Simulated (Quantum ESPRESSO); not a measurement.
## C: equation of state with LDA

**Measured values to compare with.**

From “Equation of state of cubic boron nitride at high pressures and temperatures”, 2007, arxiv:cond-mat/0702656, for a bulk crystal of C: bulk modulus 442 ± 5 GPa.

The system is C.

```
CELL_PARAMETERS angstrom
0.00000 1.78337 1.78337
1.78337 0.00000 1.78337
1.78337 1.78337 0.00000
ATOMIC_POSITIONS crystal
C 0.75000 0.75000 0.75000
C 0.50000 0.50000 0.50000
```

This isn't the form of C at room conditions, which is graphite.

```json
{
  "Program": "Quantum ESPRESSO 7.5",
  "Task": "equation of state",
  "Functional": "LDA",
  "Potentials or basis": "PseudoDojo 0.4.1 SR LDA standard",
  "Cutoff": "1116 eV",
  "Density cutoff": "4463 eV",
  "k mesh": "13 × 13 × 13",
  "Occupations": "fermi-dirac, width 0.05 eV",
  "Spin": "no spin polarisation",
  "Form of the LDA correlation": "PW92",
  "Mixing beta": "0.5",
  "Most SCF iterations": "120",
  "SCF threshold": "4e-10 Ry"
}
```

```
Equilibrium volume                      : 5.53 Å³/atom
Bulk modulus                            : 465 GPa
Pressure derivative of the bulk modulus : 3.7
```

Energy against volume, from the lowest point:
| volume (Å³/atom) | energy (meV/atom) |
| --- | --- |
| 5.332 | 11.16 |
| 5.445 | 1.94 |
| 5.558 | 0.00 |
| 5.672 | 4.68 |
| 5.785 | 15.38 |
| 5.899 | 31.55 |
| 6.012 | 52.69 |

All runs of the series together: 51 s on 1 thread of Intel(R) Xeon(R) Platinum 8488C (Sapphire Rapids) (shared host).

A measured bulk modulus of C is 442 GPa (quoted in “Equation of state of cubic boron nitride at high pressures and temperatures”, 2007, arxiv:cond-mat/0702656); the calculated 465 GPa misses it by +5.3 %. 3 values of this kind are on record (442 to 444.8 GPa); this one was drawn at random among those near their median, those with a stated uncertainty first. The fit is for a static lattice scaled at fixed shape and fixed fractional positions. The cell as given is a measured one (5.67 Å³/atom); LDA puts the equilibrium volume -2.4 % from it, thermal expansion not counted.
